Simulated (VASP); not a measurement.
Here is a VASP 6.6.1 calculation.

File run.py:

```python
from ase.calculators.vasp import Vasp
from ase.dft.bandgap import bandgap
from ase.io import read

atoms = read('AlN.cif', primitive_cell=True, subtrans_included=False)
calc = Vasp(
    directory='calc',
    xc='lda',
    pp='LDA',
    setups='recommended',
    pp_version='54',
    prec='Accurate',
    encut=520,
    ediff=1e-06,
    ismear=0,
    sigma=0.1,
    lreal=False,
    lasph=True,
    nelm=100,
    algo='Normal',
    isif=2,
    lwave=False,
    lcharg=True,
    lelf=True,
    lvhar=True,
    kpts=[9, 9, 7],
    gamma=True,
    nbands=16,
)
atoms.calc = calc

print('energy (eV):', atoms.get_potential_energy())
print('free energy (eV):', atoms.get_potential_energy(force_consistent=True))
print('forces (eV/A):')
print(atoms.get_forces())
print('stress (eV/A^3, Voigt):', atoms.get_stress())
print('Fermi level (eV):', calc.get_fermi_level())
gap, top, bottom = bandgap(calc)
print('band gap (eV):', gap, 'from (spin, k, band)', top, 'to', bottom)
```

File AlN.cif:

```cif
data_AlN
_cell_length_a 3.31211574
_cell_length_b 3.31211574
_cell_length_c 4.18756300
_cell_angle_alpha 90.00000000
_cell_angle_beta 90.00000000
_cell_angle_gamma 120.00000000
_space_group_name_H-M_alt 'P6_3/mmc'
_space_group_name_Hall '-P 6c 2c'
_space_group_IT_number 194
loop_
_space_group_symop_operation_xyz
'x,y,z'
'-x,-y,-z'
'x-y,x,z+1/2'
'-x+y,-x,-z+1/2'
'-y,x-y,z'
'y,-x+y,-z'
'-x,-y,z+1/2'
'x,y,-z+1/2'
'-x+y,-x,z'
'x-y,x,-z'
'y,-x+y,z+1/2'
'-y,x-y,-z+1/2'
'-y,-x,-z+1/2'
'y,x,z+1/2'
'-x,-x+y,-z'
'x,x-y,z'
'-x+y,y,-z+1/2'
'x-y,-y,z+1/2'
'y,x,-z'
'-y,-x,z'
'x,x-y,-z+1/2'
'-x,-x+y,z+1/2'
'x-y,-y,-z'
'-x+y,y,z'
loop_
_atom_site_label
_atom_site_type_symbol
_atom_site_symmetry_multiplicity
_atom_site_Wyckoff_symbol
_atom_site_fract_x
_atom_site_fract_y
_atom_site_fract_z
_atom_site_occupancy
Al1 Al 2 d 0.6666666667 0.3333333333 0.2500000000 1
N1 N 2 c 0.6666666667 0.3333333333 0.7500000000 1
```

Potentials or basis: VASP PAW LDA potentials, release 54 (Al, N).

Launch:

```sh
$ python run.py
```

(1) Estimate the band gap on the k mesh.

(2) What does it give for the pressure?

## Answers

(1) 3.28 eV, direct.

(2) -8.2 GPa.

Caveat: an odd mesh through Γ misses points on the zone boundary, where band edges often lie.
